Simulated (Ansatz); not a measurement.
Antisite pairs in Ti3Al

These are results of DFT PBE, scalar-relativistic, plane waves, PAW (Ansatz 0.2.0), not measurements.

Plane waves to 420 eV, a k mesh through Γ of 5×5×5 on the computed 24-atom cell and Gaussian smearing (0.10 eV); no spin polarisation.

The ordered crystal (P6_3/mmc, 16.69 Å³/atom, no gap on the mesh), relaxed at this level:

```
CELL_PARAMETERS angstrom
5.75531 0.00000 0.00000
-2.87765 4.98424 0.00000
0.00000 0.00000 4.65433
ATOMIC_POSITIONS crystal
Ti 0.83024 0.16976 0.25000
Ti 0.66049 0.83024 0.75000
Ti 0.83024 0.66049 0.25000
Ti 0.16976 0.83024 0.75000
Ti 0.33951 0.16976 0.25000
Ti 0.16976 0.33951 0.75000
Al 0.33333 0.66667 0.25000
Al 0.66667 0.33333 0.75000
```

The crystal stands on its own mesh of 9×9×8. The changed cells were relaxed on coarser meshes and computed once more on meshes like the one named, which can leave forces up to 0.25 eV/Å.

In a supercell of 24 atoms, with 6 Al and 18 Ti sites, pairs of Al and Ti were exchanged at random and each cell relaxed without symmetry:

| pairs | E − E(crystal) (eV a cell) | per pair (eV) | gap on mesh (eV) |
| --- | --- | --- | --- |
| 1 | 0.90 | 0.90 | 0.00 |
| 2 | 1.80 | 0.90 | 0.00 |
| 4 | 2.32 | 0.58 | 0.00 |

Task: Estimate the equilibrium share of Ti on Al sites against temperature.

Result: For dilute pairs, mass action gives x_A x_B = exp(−ΔE/k_BT) for the shares of wrong atoms on the two sublattices. Equal numbers of wrong atoms make x on the Al sites √(18/6) exp(−ΔE/2k_BT). With ΔE = 0.90 eV from the most dilute cell: 3e-4 at 600 K, 9e-3 at 1000 K, 5e-2 at 1500 K. One per cent is reached near 1010 K, so disorder frozen in from such temperatures can matter, if the crystal still stands there. One draw in a small cell holds the two wrong atoms close to each other and to their images, while the law wants them far apart, so ΔE is uncertain by tenths of an eV, in stiff covalent crystals by an eV or more; vibrations are left out.

Task: Do the pairs interact, and at what temperature would the most disordered cell pay for itself?

Result: The cost per pair goes from 0.90 to 0.58 eV, so pairs lower each other's cost, as in an order–disorder transition where order holds itself up. Choosing 4 of 6 and 4 of 18 sites gives ln Ω = 10.7, so energy and entropy balance at T = ΔE/(k_B ln Ω) = 2.32 eV / (10.7 k_B) ≈ 2500 K; a small cell undercounts Ω and short-range order lowers the energy, while the ordered crystal gains entropy from its own antisites, so this gives only the scale of a transition.

Cost: 6 runs of about 60 core-minutes in all (earlier runs that led there not counted), on Arm Neoverse V1 (shared hosts).